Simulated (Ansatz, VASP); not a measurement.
**Two plane-wave programs on Si5Se**

```
CELL_PARAMETERS angstrom
6.09627 0.00000 0.00000
-3.04813 5.27952 0.00000
0.00000 0.00000 4.34926
ATOMIC_POSITIONS crystal
Si 0.25401 0.00000 0.00000
Si 0.00000 0.25401 0.00000
Si 0.74599 0.74599 0.00000
Si 0.33333 0.66667 0.00000
Si 0.66667 0.33333 0.00000
Se 0.00000 0.00000 0.50000
```

Alike in both runs: functional PBE; k mesh 6 × 6 × 4; occupations gaussian, width 0.1 eV; no spin polarisation.

Ansatz relaxed the structure, and its values are those at the end. VASP's run is a single point on that final structure, the one shown.

|  | VASP | Ansatz |
| --- | --- | --- |
| version | VASP 6.6.1 | Ansatz 0.2.0 |
| potentials or method | VASP PAW PBE potentials, release 64 (Si, Se) | scalar-relativistic, plane waves, PAW |
| plane-wave cutoff (eV) | 520 | 420 |
| valence electrons in the cell | 26 | 36 |

|  | VASP | Ansatz | Ansatz less VASP |
| --- | --- | --- | --- |
| gap on the k mesh at the Fermi level (eV) | none | none | - |
| pressure (GPa) | 0.0 | 0.0 | +0.03 |

A gap of «none» marks a metal or a gap that the smearing closes. The two sets of potentials don't hold the same shells in valence.

Caveats: the k mesh is coarse (spacing up to 0.36 Å⁻¹), so the values aren't converged.
